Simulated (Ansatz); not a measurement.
# PbS: the cost of one run

Method: DFT PBE, scalar-relativistic, plane waves, PAW, in Ansatz 0.2.0.

## Step 1: The starting structure

The structure is orthorhombic, space group Cmc2_1 (No. 36). The conventional cell has a = 4.114 Å, b = 7.132 Å, c = 7.560 Å, α = 90.00°, β = 90.00°, γ = 90.00°. Around Pb (site symmetry m) lie 6 S at 2.84 to 3.26 Å. S (site symmetry m) is surrounded by 6 Pb at 2.84 to 3.26 Å.

Structure file:

```
CELL_PARAMETERS angstrom
8.22777 0.00000 0.00000
4.11388 -7.13166 0.00000
4.11388 0.00000 -7.55994
ATOMIC_POSITIONS crystal
Pb 0.74285 0.50103 0.51327
Pb 0.74285 0.00103 0.51327
Pb 0.24285 0.50103 0.51327
Pb 0.24285 0.00103 0.51327
Pb 0.49388 0.49897 0.01327
Pb 0.49388 0.99897 0.01327
Pb 0.99388 0.49897 0.01327
Pb 0.99388 0.99897 0.01327
S 0.51266 0.16715 0.30753
S 0.51266 0.66715 0.30753
S 0.01266 0.16715 0.30753
S 0.01266 0.66715 0.30753
S 0.42981 0.83285 0.80753
S 0.42981 0.33285 0.80753
S 0.92981 0.83285 0.80753
S 0.92981 0.33285 0.80753
```

It goes back to an entry of the Materials Project, which need not be the stable form.

The cell is taken as given, not relaxed at this level.

## Step 2: The perfect supercell on the trajectory's mesh

input.yaml

```yaml
crystal:
  lattice:
    - [8.22776736, 0.0, 0.0]
    - [4.11388368, -7.13165853, 0.0]
    - [4.11388368, 0.0, -7.55994474]
  atoms:
    - { symbol: Pb, position: [0.742850075, 0.50103166, 0.51326819] }
    - { symbol: Pb, position: [0.742850075, 0.00103166, 0.51326819] }
    - { symbol: Pb, position: [0.242850075, 0.50103166, 0.51326819] }
    - { symbol: Pb, position: [0.242850075, 0.00103166, 0.51326819] }
    - { symbol: Pb, position: [0.493881735, 0.49896834, 0.01326819] }
    - { symbol: Pb, position: [0.493881735, 0.99896834, 0.01326819] }
    - { symbol: Pb, position: [0.993881735, 0.49896834, 0.01326819] }
    - { symbol: Pb, position: [0.993881735, 0.99896834, 0.01326819] }
    - { symbol: S, position: [0.512661355, 0.16714548, 0.30753181] }
    - { symbol: S, position: [0.512661355, 0.66714548, 0.30753181] }
    - { symbol: S, position: [0.012661355, 0.16714548, 0.30753181] }
    - { symbol: S, position: [0.012661355, 0.66714548, 0.30753181] }
    - { symbol: S, position: [0.429806835, 0.83285452, 0.80753181] }
    - { symbol: S, position: [0.429806835, 0.33285452, 0.80753181] }
    - { symbol: S, position: [0.929806835, 0.83285452, 0.80753181] }
    - { symbol: S, position: [0.929806835, 0.33285452, 0.80753181] }
  symmetry: { detect: false }
basis:
  ecutwfc: 420
kpoints:
  mp_grid: { grid: [2, 2, 2], shift: [0.5, 0.5, 0.5] }
hamiltonian:
  xc: pbe
scf:
  occupations: { method: gaussian, width: 0.1 }
output:
  forces: true
  stress: true
  eigenvalues: true
```

Started as:

```
$ ansatz run input.yaml --threads 4 --pin off --max-ram 5120MiB --backend cpu --events-out ev --progress --plain --runs-dir out
```

What time and memory should one allow on 4 threads of an x86-64 CPU, shared host?

About 3.3 s, with a peak of 1.2 GiB.
